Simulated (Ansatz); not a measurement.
# Ni (Fm-3m) in Ansatz: further runs

Runs on Ni. Level: PBE. Tasks: single point.

Program: Ansatz 0.2.0. These are calculated values, not measurements. Logs are shortened: lines on timing, memory, paths and dates and some standing lists are left out, and cuts for length are marked.

## Step 1: The crystal as given

It takes space group Fm-3m (No. 225, cubic). Conventional cell: a = 3.475 Å, b = 3.475 Å, c = 3.475 Å, α = 90.00°, β = 90.00°, γ = 90.00°. Ni (site symmetry m-3m) is surrounded by 12 Ni at 2.46 Å.

## Step 2: Single point, PBE, collinear spin, program default start

input.yaml

```yaml
crystal:
  lattice:
    - [0.0, 1.737572933, 1.737572933]
    - [1.737572933, 0.0, 1.737572933]
    - [1.737572933, 1.737572933, 0.0]
  atoms:
    - { symbol: Ni, position: [0.0, 0.0, 0.0] }
hamiltonian:
  xc: pbe
  pseudopotentials: { kind: paw }
magnetization:
  spin_polarized: true
  initial_magnetization: 0.0
  spin_locking: { lock_magnetization: hard }
kpoints:
  mp_grid: { grid: [11, 11, 11] }
scf:
  occupations: { method: fermi_dirac, width: 0.05 }
  lower_state_search: "off"
output:
  forces: true
  stress: true
  eigenvalues: true
  write_density: true
  write_potential: true
  elf: true
  volumetric_format: npy
```

Potentials or basis: Ansatz PAW.

On the command line:

```console
> ansatz run input.yaml --threads 2 --pin off --max-ram 5632MiB --backend cpu --events-out ev --progress --plain --runs-dir out
```

Log:

```text
Warning: output.stress: scf.convergence.dr2_threshold = 1e-7 eV (the SCF's general default) is looser than the 1e-10 eV advised for a printed stress (1e-10 eV for each atom of the cell: 1). What an SCF threshold leaves in a stress goes as its square root, and in the free energy as the threshold itself, and one threshold admits the most on a small cell: of the crystals measured, under no hybrid functional and no lock of the moments, on runs that ended without the residual-converged pass, on stresses that held no estimate of that error, the worst erred by over 100 MPa in a component at 1e-7 eV an atom and by under 5 at 1e-10. Set scf.convergence.dr2_threshold to 1e-10 eV or tighter. The threshold is an SCF's pass mark: one that does not reach it within its budget of iterations ends unconverged, or closes short of it on a stop that the run arms, and scf.convergence.dr2_threshold's page says what that costs each kind of run
Warning: RAYON_NUM_THREADS=2 ignored (pool sized by the plan → 2); use --threads N
Engine: ansatz 0.2.0, x86_64-unknown-linux-gnu
Pseudopotentials: kind: paw
Pseudopotential: Ni, paw, valence charge 18, recommended cutoff 420 eV (normal), Ni.paw.azcp
Functional definition: PBE
  parameter kappa = 0.804
  parameter beta = 0.06672455060314922
  exchange = pbe_x(kappa = kappa, mu = beta*pi^2/3)
  correlation = pbe_c(beta = beta)
Crystal: 1 atoms, lattice volume = 10.492 Å³
Basis set: ecut = 420 eV, 181 PW (Γ), exchange–correlation on 36×36×36 points (8 copies of the dense FFT grid, shifted against one another)
Bands: 13, of which v1, the nominal top of the filled ones, is band 9 counted from 1 (8 counted from 0)
Symmetry: 48 space group operations
Space group: Fm-3m (ITA 225), of the structure as read, at distance tolerance 2.2e-5 Å
k-points: 56 of 1331
Non-local potential: Ni, projectors of the file, l = 0: 3, l = 1: 2, l = 2: 3, l = 3: 1
PAW form: soft (Blöchl's): semilocal exchange-correlation on the pseudo side does not see the compensation charge
PAW one-centre angular grid: Ni, 590 points (default); XC on 64 Gauss nodes
Initial density: superposition of atomic densities (chi_scale 0.1, normalization cell)
Initial wavefunctions: pseudopotential atomic-orbital guess
Functional: x = pbe(κ = 0.804, μ = 0.2195149727645171), c = pbe(β = 0.06672455060314922)
iter 1 solved again at ethr=1.37e-4 eV; its pass at ethr=3.10e-3 eV (dr2=2.47e-2 eV) is discarded
SCF iter   1: F=—  HF=-5839.665881 eV  |F-HF|=—  |Δ(HF+E_count)|=         —  Δρ=1.48e-2 (↑1.48e-2 ↓1.48e-2)  dr2=2.42e-2  dr2_m=0.00e0  M=0.000 μB ∫|m|=0.000 μB  β_m=0.30  ethr=1.37e-4  ⟨swp⟩=1.0  Hψ=5071  notcnv=0
preconditioner: auto → none  [metal: Δε(μ)=0.011 eV  Ē_g=14.669 eV  σ=0.050 eV  W_gap=0.05  n_scr=0 (ndim 8)  ℏωp=36.3 eV  f_vac=0.000  D(μ)=4.20/eV (n_scr^D=112)]
SCF iter   2: F=—  HF=-5839.663613 eV  |F-HF|=—  |Δ(HF+E_count)|=   2.27e-3  Δρ=7.77e-3 (↑7.77e-3 ↓7.77e-3)  dr2=3.38e-3  dr2_m=0.00e0  M=0.000 μB ∫|m|=0.000 μB  β_m=0.47  ethr=1.34e-4  ⟨swp⟩=2.6  Hψ=1175  notcnv=0
SCF iter   3: F=—  HF=-5839.667306 eV  |F-HF|=—  |Δ(HF+E_count)|=   3.69e-3  Δρ=1.15e-2 (↑1.15e-2 ↓1.15e-2)  dr2=2.82e-2  dr2_m=0.00e0  M=0.000 μB ∫|m|=0.000 μB  β_m=0.39  ethr=1.88e-5  ⟨swp⟩=2.0  Hψ=1456  notcnv=0
SCF iter   4: F=—  HF=-5839.663778 eV  |F-HF|=—  |Δ(HF+E_count)|=   3.53e-3  Δρ=9.21e-4 (↑9.21e-4 ↓9.21e-4)  dr2=8.56e-5  dr2_m=0.00e0  M=0.000 μB ∫|m|=0.000 μB  β_m=0.60  ethr=1.88e-5  ⟨swp⟩=2.1  Hψ=1567  notcnv=0
SCF iter   5: F=—  HF=-5839.663665 eV  |F-HF|=—  |Δ(HF+E_count)|=   1.13e-4  Δρ=3.63e-4 (↑3.63e-4 ↓3.63e-4)  dr2=2.81e-5  dr2_m=0.00e0  M=0.000 μB ∫|m|=0.000 μB  β_m=0.80  ethr=4.75e-7  ⟨swp⟩=2.1  Hψ=1175  notcnv=0
iter 6 met the thresholds in force, and the SCF goes on: an eigenvalue changes by 0.66 meV, over its tolerance of 0.50 meV (output.eigenvalues, Limitations)
SCF iter   6: F=-5839.663660 eV  HF=-5839.663660 eV  |F-HF|=1.20e-8  |Δ(HF+E_count)|=   4.49e-6  Δρ=1.40e-5 (↑1.40e-5 ↓1.40e-5)  dr2=3.05e-8  dr2_m=0.00e0  M=0.000 μB ∫|m|=0.000 μB  β_m=0.89  ethr=5.56e-10  ⟨swp⟩=7.8  Hψ=5301  notcnv=0
SCF iter   7: F=-5839.663660 eV  HF=-5839.663660 eV  |F-HF|=5.82e-11  |Δ(HF+E_count)|=  7.87e-10  Δρ=4.96e-7 (↑4.96e-7 ↓4.96e-7)  dr2=4.76e-11  dr2_m=0.00e0  M=0.000 μB ∫|m|=0.000 μB  ethr=1.69e-10  ⟨swp⟩=4.3  Hψ=3787  notcnv=0
SCF 1 converged in 7 iterations: F = -5839.663660 eV  dr2 = 4.76e-11
SCF converged after 7 iterations
Stability checked in part: among states of this total moment the steps that led to this state did not find it unstable. No probe was made; neither looks for a lower state of another moment (fixed_total_moment; see scf.lower_state_search)
an eigenvalue changed by more than its tolerance at an iteration that met the thresholds in force, so the SCF went on 1 time: the last check found none over its tolerance
Magnetization: 0.0000 μB (9.0000 up, 9.0000 down)
Absolute magnetization: 0.0000 μB (∫|ρ↑−ρ↓|)
Spin contamination: 0.0000 ħ² per cell (⟨S²⟩ above its minimum at these occupations)
Per-site moments (μB) at R_I (Å): [(0.0, 1.0136359230776613)]
Free energy (F): -5839.663660 eV
Harris-Foulkes:  -5839.663660 eV  (|F-HF|=5.82e-11)
Internal energy: -5839.631308 eV  (E = F + TS)
E sigma→0 (E₀):  -5839.647484 eV
Entropy (-TS):   -0.032352 eV (-32.352 meV/atom)
Fermi energy:    18.808621 (↑ 18.808621, ↓ 18.808621) eV
--- Per-component energies (eV) ---
  E_band       = -270.405394
  E_kinetic    = 282.945837
  E_local      = -3377.077937  (includes V_loc(G=0)·N_el)
  E_nonlocal   = 635.192544
  E_hartree    = 1411.402823
  E_xc         = -85.177836
  E_vxc        = -109.864609  (∫ρ·V_xc dr)
  E_paw        = -1629.261458  (= ΣΔE_a)
  E_vpaw       = -524.407936  (= ΣTr[D̂ρ^β])
  E_aug_tail   = 0.000546  (compensation charges beyond the density's cutoff)
  E_ewald      = -3077.655828
  E_smearing   = -0.032352  (= −TS)
  E_closure    = -0.000000  (closes the sum)
  Σ components = -5839.663660   (vs F -5839.663660, Δ=0.00e0)
--- Forces (eV/Å), atoms counted from 1 ---
  atom   1  Ni    -0.00000000     0.00000000    -0.00000000
  max |Σ_I F_I| component: 1.31e-31 eV/Å
--- Stress (GPa, compression-positive) ---
        7.047123       0.000000       0.000000
       -0.000000       7.047123      -0.000000
        0.000000       0.000000       7.047123
  P = ⅓ Tr σ = 7.0471 GPa (70.471 kbar)
--- Band table (eV; the first three rows and the last of 112) ---
  k-point 0 ↑: bands = ["-84.2937", "-44.5423", "-44.5423", "-44.5423", "9.6262", "16.8504", "16.8504", "16.8504", "18.0215", "18.0215", "42.7335", "47.0556", "47.0556"]
  k-point 1 ↑: bands = ["-84.2905", "-44.5627", "-44.5452", "-44.5452", "9.9573", "16.7581", "16.9250", "16.9250", "17.9911", "17.9911", "41.5340", "44.3997", "46.3815"]
  k-point 2 ↑: bands = ["-84.2820", "-44.6172", "-44.5530", "-44.5530", "10.9081", "16.5502", "17.0582", "17.0582", "17.9877", "17.9877", "37.2570", "43.4809", "45.4511"]
  k-point 55 ↓: bands = ["-84.2407", "-44.7178", "-44.7041", "-44.6334", "15.2507", "15.8415", "16.3160", "17.9505", "18.9410", "26.4639", "26.5093", "29.6166", "31.6231"]
```

Wall time 0.43 s (2 threads of Intel Xeon 6975P-C (Granite Rapids), shared host); peak memory 0.32 GiB.

What came out:

* Free energy: -5839.6637 eV
* Pressure: 7.0 GPa
* Net moment: 0.00 μB per cell
* Absolute moment: 0.00 μB per cell

Caveat: the total moment is fixed, so each spin has its own Fermi level; the thresholds are loose for stress.

## Step 3: Single point, PBE, collinear spin, ferromagnetic start

input.yaml, as its differences from that of step 2:

```diff
@@ -6,3 +6,3 @@
   atoms:
-    - { symbol: Ni, position: [0.0, 0.0, 0.0] }
+    - { symbol: Ni, position: [0.0, 0.0, 0.0], spin: 0.2 }
 hamiltonian:
@@ -12,3 +12,3 @@
   spin_polarized: true
-  initial_magnetization: 0.0
+  initial_magnetization: 0.2
   spin_locking: { lock_magnetization: hard }
@@ -23,5 +23 @@
   eigenvalues: true
-  write_density: true
-  write_potential: true
-  elf: true
-  volumetric_format: npy
```

Potentials or basis: Ansatz PAW.

On the command line:

```console
> ansatz run input.yaml --threads 2 --pin off --max-ram 5632MiB --backend cpu --events-out ev --progress --plain --runs-dir out
```

Wall time 0.48 s (2 threads of Intel Xeon 6975P-C (Granite Rapids), shared host); peak memory 0.31 GiB.

It converged, with:

```yaml
Free_energy: -5839.6713 eV
Pressure: 7.1 GPa
Net_moment: 0.20 μB per cell
Absolute_moment: 0.23 μB per cell
Site_moments: Ni +0.21 μB
```

Caveat: the total moment is fixed, so each spin has its own Fermi level; the thresholds are loose for stress.

## Step 4: Single point, PBE, collinear spin, ferromagnetic start

input.yaml, as its differences from that of step 3:

```diff
@@ -6,3 +6,3 @@
   atoms:
-    - { symbol: Ni, position: [0.0, 0.0, 0.0], spin: 0.2 }
+    - { symbol: Ni, position: [0.0, 0.0, 0.0], spin: 0.5 }
 hamiltonian:
@@ -12,3 +12,3 @@
   spin_polarized: true
-  initial_magnetization: 0.2
+  initial_magnetization: 0.5
   spin_locking: { lock_magnetization: hard }
```

Potentials or basis: Ansatz PAW.

On the command line:

```console
> ansatz run input.yaml --threads 2 --pin off --max-ram 5632MiB --backend cpu --events-out ev --progress --plain --runs-dir out
```

Log:

```text
Warning: output.stress: scf.convergence.dr2_threshold = 1e-7 eV (the SCF's general default) is looser than the 1e-10 eV advised for a printed stress (1e-10 eV for each atom of the cell: 1). What an SCF threshold leaves in a stress goes as its square root, and in the free energy as the threshold itself, and one threshold admits the most on a small cell: of the crystals measured, under no hybrid functional and no lock of the moments, on runs that ended without the residual-converged pass, on stresses that held no estimate of that error, the worst erred by over 100 MPa in a component at 1e-7 eV an atom and by under 5 at 1e-10. Set scf.convergence.dr2_threshold to 1e-10 eV or tighter. The threshold is an SCF's pass mark: one that does not reach it within its budget of iterations ends unconverged, or closes short of it on a stop that the run arms, and scf.convergence.dr2_threshold's page says what that costs each kind of run
Warning: RAYON_NUM_THREADS=2 ignored (pool sized by the plan → 2); use --threads N
[... 8 set-up lines as earlier in the session ...]
Crystal: 1 atoms, lattice volume = 10.492 Å³
Basis set: ecut = 420 eV, 181 PW (Γ), exchange–correlation on 36×36×36 points (8 copies of the dense FFT grid, shifted against one another)
Bands: 14, of which v1, the nominal top of the filled ones, is band 9 counted from 1 (8 counted from 0)
[... 2 set-up lines as earlier in the session ...]
Magnetic group: BNS 225.116 (UNI 1618), of the structure as read, at distance tolerance 2.2e-5 Å
k-points: 56 of 1331
[... 4 set-up lines as earlier in the session ...]
Starting moments: Σ|m| = 0.5 μB on 1 of 1 site
[... 2 set-up lines as earlier in the session ...]
[... 24 lines left out ...]
Fermi energy:    18.838657 (↑ 18.676112, ↓ 19.001203) eV
--- Per-component energies (eV) ---
  E_band       = -270.435241
  E_kinetic    = 282.913614
  E_local      = -3377.102165  (includes V_loc(G=0)·N_el)
  E_nonlocal   = 635.228202
  E_hartree    = 1411.424693
  E_xc         = -85.178610
  E_vxc        = -109.864859  (∫ρ·V_xc dr)
  E_paw        = -1629.320380  (= ΣΔE_a)
  E_vpaw       = -524.457754  (= ΣTr[D̂ρ^β])
  E_aug_tail   = 0.000547  (compensation charges beyond the density's cutoff)
  E_ewald      = -3077.655828
  E_smearing   = -0.019042  (= −TS)
  E_closure    = -0.000000  (closes the sum)
  Σ components = -5839.708970   (vs F -5839.708970, Δ=0.00e0)
--- Forces (eV/Å), atoms counted from 1 ---
  atom   1  Ni    -0.00000000     0.00000000    -0.00000000
  max |Σ_I F_I| component: 1.56e-31 eV/Å
--- Stress (GPa, compression-positive) ---
        7.572483      -0.000000      -0.000000
       -0.000000       7.572483       0.000000
       -0.000000       0.000000       7.572483
  P = ⅓ Tr σ = 7.5725 GPa (75.725 kbar)
--- Band table (eV; the first three rows and the last of 112) ---
  k-point 0 ↑: bands = ["-84.6232", "-44.8650", "-44.8650", "-44.8650", "9.6487", "16.5510", "16.5510", "16.5510", "17.7876", "17.7876", "42.8056", "47.0695", "47.0695", "47.0695"]
  k-point 1 ↑: bands = ["-84.6201", "-44.8851", "-44.8679", "-44.8679", "9.9795", "16.4634", "16.6247", "16.6247", "17.7577", "17.7577", "41.5531", "44.4325", "46.3726", "46.3726"]
  k-point 2 ↑: bands = ["-84.6116", "-44.9388", "-44.8755", "-44.8755", "10.9277", "16.2708", "16.7634", "16.7634", "17.7471", "17.7471", "37.2238", "43.5369", "45.4243", "45.4243"]
  k-point 55 ↓: bands = ["-83.8932", "-44.3810", "-44.3670", "-44.2953", "15.4032", "16.0845", "16.5639", "18.1843", "19.3026", "26.5456", "26.5935", "29.6858", "31.6702", "47.5263"]
```

It took 0.47 s on 2 threads of Intel Xeon 6975P-C (Granite Rapids), shared host; peak memory 0.32 GiB.

Results:

```
Free energy     : -5839.7090 eV
Pressure        : 7.6 GPa
Net moment      : 0.50 μB per cell
Absolute moment : 0.58 μB per cell
Site moments    : Ni +0.53 μB
```

Caveat: the total moment is fixed, so each spin has its own Fermi level; the thresholds are loose for stress.

## Step 5: Single point, PBE, collinear spin, ferromagnetic start

input.yaml, as its differences from that of step 4:

```diff
@@ -6,3 +6,3 @@
   atoms:
-    - { symbol: Ni, position: [0.0, 0.0, 0.0], spin: 0.5 }
+    - { symbol: Ni, position: [0.0, 0.0, 0.0], spin: 0.8 }
 hamiltonian:
@@ -12,3 +12,3 @@
   spin_polarized: true
-  initial_magnetization: 0.5
+  initial_magnetization: 0.8
   spin_locking: { lock_magnetization: hard }
```

On the command line:

```console
> ansatz run input.yaml --threads 2 --pin off --max-ram 5632MiB --backend cpu --events-out ev --progress --plain --runs-dir out
```

Run time: 0.51 s. Hardware: 2 threads of Intel Xeon 6975P-C (Granite Rapids), shared host; peak memory 0.31 GiB.

It converged, with:

```yaml
Free_energy: -5839.6912 eV
Pressure: 9.7 GPa
Net_moment: 0.80 μB per cell
Absolute_moment: 0.87 μB per cell
Site_moments: Ni +0.83 μB
```

Caveat: the total moment is fixed, so each spin has its own Fermi level; the thresholds are loose for stress.

## Step 6: Overview

```csv
spin,fixed moment (μB),pressure (GPa),moment (μB)
"collinear, program default start",0.0,7.0,0.00
"collinear, ferromagnetic start",0.2,7.1,0.20
"collinear, ferromagnetic start",0.5,7.6,0.50
"collinear, ferromagnetic start",0.8,9.7,0.80
```

Alike in all rows: task single point; level PBE; potentials or basis Ansatz PAW; cell as given; k mesh 11 × 11 × 11; cutoff (eV) 420; smearing fermi-dirac 0.05 eV.

Caveats: the total moment is fixed, so each spin has its own Fermi level; the thresholds are loose for stress.

Total energies depend on the potentials used, so only differences within one code and one set of settings carry meaning.
